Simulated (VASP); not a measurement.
BaS:

```
Ba S
1.0
     0.00000    3.19375    3.19375
     3.19375    0.00000    3.19375
     3.19375    3.19375    0.00000
Ba S
1 1
Direct
  0.00000 0.00000 0.00000
  0.50000 0.50000 0.50000
```

```yaml
Program: VASP 6.6.1
Task: relaxation of cell and atoms
Functional: PW91
Potentials_or_basis: VASP PAW PBE potentials, release 64 (Ba_sv, S)
Cutoff: 600 eV
k_mesh: 7 × 7 × 7
Occupations: fermi-dirac, width 0.05 eV
Spin: no spin polarisation
```

At the start: pressure 1.3 GPa; volume 32.58 Å³/atom.

Where does the relaxation end?

Over 3 steps the energy falls by 3.9 meV/atom and the volume is 33.55 Å³/atom (+3.0 %); space group Fm-3m (No. 225, to 0.05 Å).

The path:
```
step  energy change (eV)  largest force (eV/Å)  pressure (GPa)  volume (Å³)
   1              0.0000                0.0000            1.33        65.15
   2             -0.0072                0.0000           -0.38        67.73
   3             -0.0079                0.0000            0.00        67.11
```

Final structure:
```
CELL_PARAMETERS angstrom
0.00000 3.22539 3.22539
3.22539 0.00000 3.22539
3.22539 3.22539 0.00000
ATOMIC_POSITIONS crystal
Ba 0.00000 0.00000 0.00000
S 0.50000 0.50000 0.50000
```

Caveat: the PAW data sets were made with another functional, which shifts forces and pressure a little.
